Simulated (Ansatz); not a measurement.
TiSi2:

```xyz
6
Lattice="0.0000 4.1175 4.2629 2.3895 0.0000 4.2629 2.3895 4.1175 0.0000" Properties=species:S:1:pos:R:3 pbc="T T T"
Ti    3.5843    6.1763    6.3943
Ti    2.3895    4.1175    4.2629
Si    1.1948    3.3975    2.1314
Si    1.1948    0.7200    2.1314
Si    2.3895    1.3387    4.2629
Si    2.3895    6.8963    4.2629
```

The cell is a database's computed one.

```yaml
Program: Ansatz 0.2.0
Task: relaxation of cell and atoms
Functional: LDA
Potentials_or_basis: Ansatz PAW
Cutoff: "420 eV (not typed: the program's choice for these potentials)"
k_mesh: 5 × 5 × 5
Occupations: fermi-dirac, width 0.05 eV
Spin: no spin polarisation
```

At the start: volume 13.98 Å³/atom.

Q: Where does the relaxation end?

A: It ends after 6 steps and the volume is 13.49 Å³/atom (-3.5 %); space group Fddd (No. 70, to 0.05 Å).

Step by step:
```
step  energy change (eV)  largest force (eV/Å)  volume (Å³)
   1              0.0000                0.0110        83.88
   2             -0.0492                0.0200        80.54
   3             -0.0515                0.0037        80.97
   4             -0.0516                0.0009        80.95
   5             -0.0516                0.0010        80.94
   6             -0.0507                0.0010        80.94
```

Final structure:
```
Ti Si
1.0
     0.00000    4.05318    4.23627
     2.35686    0.00000    4.23627
     2.35686    4.05318    0.00000
Ti Si
2 4
Cartesian
  3.5353 6.0798 6.3544
  2.3569 4.0532 4.2363
  1.1784 3.3475 2.1181
  1.1784 0.7057 2.1181
  2.3569 1.3209 4.2363
  2.3569 6.7855 4.2363
```

Caveat: the plane-wave basis is chosen anew once the cell has moved, so the energies of steps on either side of that aren't comparable; the PAW data sets come from PBE, with cores solved anew for the run's functional, which leaves a small shift of forces and pressure.
